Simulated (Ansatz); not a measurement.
KCl (CsCl type), relaxed with r2SCAN, was run in Ansatz under altered settings. All numbers are computed, without spin polarisation but where a row says otherwise.

```xyz
2
Lattice="3.7712 0.0000 0.0000 0.0000 3.7712 0.0000 0.0000 0.0000 3.7712" Properties=species:S:1:pos:R:3 pbc="T T T"
K     0.0000    0.0000    0.0000
Cl    1.8856    1.8856    1.8856
```

The base run's other keys:
```yaml
kpoints:
  mp_grid: { grid: [4, 4, 4] }
hamiltonian:
  xc: hse06
scf:
  occupations: { method: fixed }
  n_extra_bands: 4
```

It takes 10 iterations with 1021 plane waves at 420 eV and 10 k points, and leaves a mean stress of +0.65 GPa. The gap over this mesh is 6.365 eV.

Outcomes, with energy and stress as changes against the base:
```tsv
setting	outcome	ΔF (meV/atom)	Δ mean stress (GPa)	gap on the mesh (eV)	iterations
PBE hybrid, exx coeff 0.3, omega 0.5 1/Å	converged	–	0.0	5.879	10
PBE hybrid, exx coeff 0.15, omega 0.3 1/Å	converged	–	+0.2	5.680	8
PBE hybrid, exx coeff 0.5, omega 0.5 1/Å	converged	–	-0.4	6.458	13
PBE hybrid, exx coeff 0.2, omega 0.3 1/Å	converged	–	+0.1	5.900	9
basis.ecutwfc: 600	converged	-0.2	0.0	6.365	10
scf.occupations: gaussian 0.2	converged	0.0	0.0	6.365	10
```
A dash marks a value that wasn't obtained or can't be compared. Stress is positive in compression.

- PBE hybrid, exx coeff 0.3, omega 0.5 1/Å. That is 30 % exact exchange, screened with ω = 0.5 1/Å, against HSE06's 25 % screened at 0.208 1/Å. The mean stress moves by 0.0 GPa and the gap on the mesh by -0.487 eV (to 5.879). Totals of different functionals aren't comparable.
- PBE hybrid, exx coeff 0.15, omega 0.3 1/Å. That is 15 % exact exchange, screened with ω = 0.3 1/Å, against HSE06's 25 % screened at 0.208 1/Å. The mean stress moves by +0.2 GPa and the gap on the mesh by -0.686 eV (to 5.680). Totals of different functionals aren't comparable.
- PBE hybrid, exx coeff 0.5, omega 0.5 1/Å. That is 50 % exact exchange, screened with ω = 0.5 1/Å, against HSE06's 25 % screened at 0.208 1/Å. The mean stress moves by -0.4 GPa and the gap on the mesh by +0.092 eV (to 6.458). Totals of different functionals aren't comparable.
- PBE hybrid, exx coeff 0.2, omega 0.3 1/Å. That is 20 % exact exchange, screened with ω = 0.3 1/Å, against HSE06's 25 % screened at 0.208 1/Å. The mean stress moves by +0.1 GPa and the gap on the mesh by -0.465 eV (to 5.900). Totals of different functionals aren't comparable.

Within 1 meV an atom, 0.1 GPa and 0.005 eV of the base stay: basis.ecutwfc: 600; scf.occupations: gaussian 0.2.

The stress of a hybrid is loosely converged in these runs.

The meshes of the hybrids are coarse, so their gaps aren't converged to the digits shown.
